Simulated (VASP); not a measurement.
Set up this calculation in VASP 6.6.1, as the native input.

| Property | Result |
| --- | --- |
| Task | single point |
| Functional | PBE |
| Potentials or basis | VASP PAW PBE potentials, release 64 (Te, Pb_d) |
| Cutoff | 520 eV |
| k mesh | 8 × 8 × 8 |
| Occupations | fermi-dirac, width 0.02 eV |
| Spin | no spin polarisation |
| Dipole correction | no |
| Further INCAR settings | ALGO = Normal; EDIFF = 1e-06; NBANDS = 17 |

The structure of TePb lies in POSCAR:

```
TePb
1.0
    0.0000000000      3.2678555452      3.2678555452
    3.2678555452      0.0000000000      3.2678555452
    3.2678555452      3.2678555452      0.0000000000
Te Pb
1 1
Direct
    0.5000000000      0.5000000000      0.5000000000
    0.0000000000      0.0000000000      0.0000000000
```

These files were run (other wordings do the same):

INCAR

```
SYSTEM = TePb
PREC     = Accurate       ! precision mode
ENCUT    = 520            ! plane-wave cutoff, eV
EDIFF    = 1E-6           ! SCF threshold, eV
ISMEAR   = -1             ! smearing method
SIGMA    = 0.02           ! smearing width, eV
LREAL    = .FALSE.        ! projectors in reciprocal space
LASPH    = .TRUE.         ! aspherical terms in the spheres
NELM     = 60             ! most SCF steps
ALGO     = Normal         ! electronic algorithm
ISIF     = 2              ! what is computed and relaxed
LWAVE    = .FALSE.        ! write WAVECAR
LCHARG   = .FALSE.        ! write CHGCAR
GGA      = PE             ! functional
NBANDS   = 17             ! bands
```

KPOINTS

```
regular mesh
0
G
  8 8 8
  0 0 0
```

Potentials or basis: VASP PAW PBE potentials, release 64 (Te, Pb_d).

Run with:

```console
$ cat potpaw_PBE.64/Te/POTCAR potpaw_PBE.64/Pb_d/POTCAR > POTCAR
$ mpirun -np 1 vasp_std > vasp.out
```

Results of the run:

* Pressure: 0.6 GPa
* Band gap on the k mesh: 0.80 eV, direct

Caveat: spin-orbit coupling is left out, which as a rule narrows the gap of such compounds by several tenths of an eV.

It took 26 s on 1 thread of Intel(R) Xeon(R) 6975P-C (Granite Rapids) (shared host), peak memory 0.21 GiB.
